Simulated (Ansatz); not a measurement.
# Pd (Fm-3m) in Ansatz: atomic charges with rPW86-PBE

Aim: the atomic charges of Pd with rPW86-PBE.

Everything below comes from runs of Ansatz 0.2.0. Logs are shortened: lines on timing, memory, paths and dates and some standing lists are left out, and cuts for length are marked.

## (1) The crystal as given

It takes space group Fm-3m (No. 225, cubic). Conventional cell: a = 3.893 Å, b = 3.893 Å, c = 3.893 Å, α = 90.00°, β = 90.00°, γ = 90.00°. Around Pd (site symmetry m-3m) lie 12 Pd at 2.75 Å.

## (2) Atomic charges, rPW86-PBE

Input file input.yaml:

```yaml
crystal:
  lattice: { a: 3.893, b: 3.893, c: 3.893, alpha: 90.0, beta: 90.0, gamma: 90.0 }
  space_group: 225
  reduce_to_primitive: true
  atoms:
    - { symbol: Pd, wyckoff: "4a", position: [0.0, 0.0, 0.0] }
hamiltonian:
  xc: { exchange: rpw86, correlation: pbe }
  pseudopotentials: { kind: paw }
kpoints:
  mp_grid: { grid: [12, 12, 12] }
scf:
  occupations: { method: tetrahedron }
output:
  forces: true
  stress: true
  bader: true
  populations: true
```

Potentials or basis: Ansatz PAW.

On the command line:

```console
$ ansatz run input.yaml --threads 1 --pin off --max-ram 2560MiB --backend cpu --events-out ev --progress --plain --runs-dir out
```

Standard output:

```text
Warning: output.forces, output.stress, relax.cell or npt_langevin: where a Kohn–Sham band that disperses or a degenerate level is filled in part under the method tetrahedron, the forces or the stress that this run publishes need not agree with its energy (scf.occupations.method in the input reference, under Limitations); prefer a smearing scheme for the forces or the stress
Warning: RAYON_NUM_THREADS=1 ignored (pool sized by the plan → 1); use --threads N
crystal.space_group: 225 is read as Fm-3m: the typed cell holds Pd4 (Pd 4a). Least distances (Å): Pd–Pd 2.753
Engine: ansatz 0.2.0, aarch64-unknown-linux-gnu
Pseudopotentials: kind: paw
Pseudopotential: Pd, paw, valence charge 18, recommended cutoff 420 eV (normal), Pd.paw.azcp
Functional definition: unnamed
  exchange = rpw86_x
  correlation = pbe_c
Crystal: 1 atoms, lattice volume = 14.750 Å³
Basis set: ecut = 420 eV, 283 PW (Γ), exchange–correlation on 40×40×40 points (8 copies of the dense FFT grid, shifted against one another)
Bands: 13, of which v1, the nominal top of the filled ones, is band 9 counted from 1 (8 counted from 0)
Symmetry: 48 space group operations
Space group: Fm-3m (ITA 225), of the structure as read, at distance tolerance 2.5e-5 Å
k-points: 72 of 1728
Non-local potential: Pd, projectors of the file, l = 0: 2, l = 1: 2, l = 2: 2, l = 3: 1
PAW form: soft (Blöchl's): semilocal exchange-correlation on the pseudo side does not see the compensation charge
PAW frozen core: Pd, regenerated for the run's functional, and the local potential with it (the file was generated under x = pbe(κ = 0.804, μ = 0.2195149727645171), c = pbe(β = 0.06672455060314922))
PAW one-centre angular grid: Pd, 590 points (default); XC on 96 Gauss nodes
Initial density: superposition of atomic densities (neutral atoms: chi_scale 0, normalization atom), corrected by the library's trained network
Initial wavefunctions: pseudopotential atomic-orbital guess
Functional: x = rpw86, c = pbe(β = 0.06672455060314922)
SCF iter   1: F=—  HF=-7017.708470 eV  |F-HF|=—  |Δ(HF+E_count)|=         —  Δρ=1.17e-2  dr2=1.85e-2  ethr=1.77e-3  ⟨swp⟩=5.9  Hψ=5320  notcnv=0
preconditioner: auto → none  [metal: no gap  n_scr=8 (ndim 8)  ℏωp=30.6 eV  f_vac=0.000  sad-step TF]
SCF iter   2: F=—  HF=-7017.705493 eV  |F-HF|=—  |Δ(HF+E_count)|=   2.98e-3  Δρ=4.78e-3  dr2=2.23e-3  ethr=1.03e-4  ⟨swp⟩=2.0  Hψ=1767  notcnv=0  defer=2
SCF iter   3: F=—  HF=-7017.705432 eV  |F-HF|=—  |Δ(HF+E_count)|=   6.03e-5  Δρ=1.30e-3  dr2=1.99e-4  ethr=1.24e-5  ⟨swp⟩=2.0  Hψ=1189  notcnv=0  defer=2
SCF iter   4: F=—  HF=-7017.705537 eV  |F-HF|=—  |Δ(HF+E_count)|=   1.05e-4  Δρ=2.07e-4  dr2=3.48e-6  ethr=1.11e-6  ⟨swp⟩=2.0  Hψ=1529  notcnv=0  defer=2
SCF iter   5: F=—  HF=-7017.705531 eV  |F-HF|=—  |Δ(HF+E_count)|=   6.15e-6  Δρ=1.16e-5  dr2=8.19e-9  ethr=5.56e-10  ⟨swp⟩=3.0  Hψ=3987  notcnv=0
SCF iter   6: F=-7017.705531 eV  HF=-7017.705531 eV  |F-HF|=2.07e-10  |Δ(HF+E_count)|=   1.08e-8  Δρ=2.27e-6  dr2=6.87e-10  ethr=4.55e-11  ⟨swp⟩=2.0  Hψ=3209  notcnv=0
SCF 1 converged in 6 iterations: F = -7017.705531 eV  dr2 = 6.87e-10
SCF converged after 6 iterations
Stability not checked: this state was not tested for a lower state beside it, because cold or Methfessel-Paxton smearing, or corrected tetrahedra, fill the levels in a way that the test cannot read (fill_not_monotonic; see scf.lower_state_search)
Free energy (F): -7017.705531 eV
Harris-Foulkes:  -7017.705531 eV  (|F-HF|=2.07e-10)
Internal energy: -7017.705151 eV  (E = F + TS)
E sigma→0 (E₀):  -7017.705531 eV
Entropy (-TS):   -0.000380 eV (-0.380 meV/atom)
Fermi energy:    20.002076 eV
--- Per-component energies (eV) ---
  E_band       = -133.009863
  E_kinetic    = 515.266339
  E_local      = -1746.705442  (includes V_loc(G=0)·N_el)
  E_nonlocal   = 212.252886
  E_hartree    = 713.239483
  E_xc         = -170.418578
  E_vxc        = -212.800936  (∫ρ·V_xc dr)
  E_paw        = -3793.963296  (= ΣΔE_a)
  E_vpaw       = -327.500695  (= ΣTr[D̂ρ^β])
  E_aug_tail   = 0.000230  (compensation charges beyond the density's cutoff)
  E_ewald      = -2747.316447
  E_core_change = -0.060325  (= ΣΔE_core)
  E_smearing   = -0.000380  (= −TS)
  E_closure    = 0.000000  (closes the sum)
  Σ components = -7017.705531   (vs F -7017.705531, Δ=0.00e0)
--- Forces (eV/Å), atoms counted from 1 ---
  atom   1  Pd     0.00000000    -0.00000000     0.00000000
  max |Σ_I F_I| component: 3.08e-33 eV/Å
--- Stress (GPa, compression-positive) ---
       18.275810       0.000000      -0.000000
        0.000000      18.275810       0.000000
        0.000000       0.000000      18.275810
  P = ⅓ Tr σ = 18.2758 GPa (182.758 kbar)
--- Band table (eV; the first three rows and the last of 72) ---
  k-point 0: bands = ["-64.2055", "-29.6553", "-29.6553", "-29.6553", "12.9587", "17.1941", "17.1941", "17.1941", "18.7863", "18.7863", "37.1546", "41.8231", "41.8231"]
  k-point 1: bands = ["-64.2019", "-29.6833", "-29.6593", "-29.6593", "13.2099", "17.1093", "17.2788", "17.2788", "18.7477", "18.7477", "37.4058", "40.4109", "42.1137"]
  k-point 2: bands = ["-64.1920", "-29.7593", "-29.6701", "-29.6701", "13.8875", "16.9664", "17.4493", "17.4493", "18.7235", "18.7235", "37.2748", "38.4634", "42.8821"]
  k-point 71: bands = ["-64.1335", "-29.9266", "-29.9266", "-29.8118", "15.7153", "16.6649", "16.6649", "18.6944", "20.3235", "29.0197", "29.0197", "30.3808", "31.7434"]
--- Löwdin populations: 1 site ---
  site symbol       q [e]
     0     Pd     17.3906
  spilling = 0.033853 (of n_electrons = 18.000000)
--- Bader charges: 1 site ---
  site symbol  charge [e]  shift [e]
     0     Pd      0.0000     0.0000
  estimated error of the sums over rays = 5.0e-7 e
```

bader_charges.tsv:

```text
# site	symbol	x_ang	y_ang	z_ang	partial_charge_e	electrons	volume_ang3	relative_density_drop	shared_charge_e	partial_wave_shift_e
# quadrature_error_electrons = 5.0e-7
0	Pd	0.0000	0.0000	0.0000	0.00000	46.00000	14.75	-	0.00000	0.00000
```

Run time: 3.4 s. Hardware: 1 thread of Arm Neoverse V1, shared host; peak memory 0.27 GiB.

What came out:

| Item | Value |
| --- | --- |
| Free energy | -7017.7055 eV |
| Pressure | 18.3 GPa |
| Band gap on the k mesh | none (metal or under the smearing width) |

Levels at points of the mesh, in eV from the Fermi level:
```
             k point  band 5  band 6  band 7  band 8  band 9  band 10  band 11  band 12  band 13
  (0.00, 0.00, 0.00)   -7.04   -2.81   -2.81   -2.81   -1.22    -1.22    17.15    21.82    21.82
 (0.00, 0.00, -0.50)   -5.24   -2.86   -2.86    0.00    0.00     1.15     7.35    16.57    21.03
(0.00, -0.50, -0.50)   -5.35   -5.06   -0.04    0.32    0.32     3.47    10.80    13.28    13.28
```

Caveat: so large a pressure means that the cell lies far from this level's equilibrium, or that cutoff or potentials fall short; the PAW data sets come from PBE, with cores solved anew for the run's functional, which leaves a small shift of forces and pressure; with tetrahedron occupations forces and stress needn't match the slope of the energy.
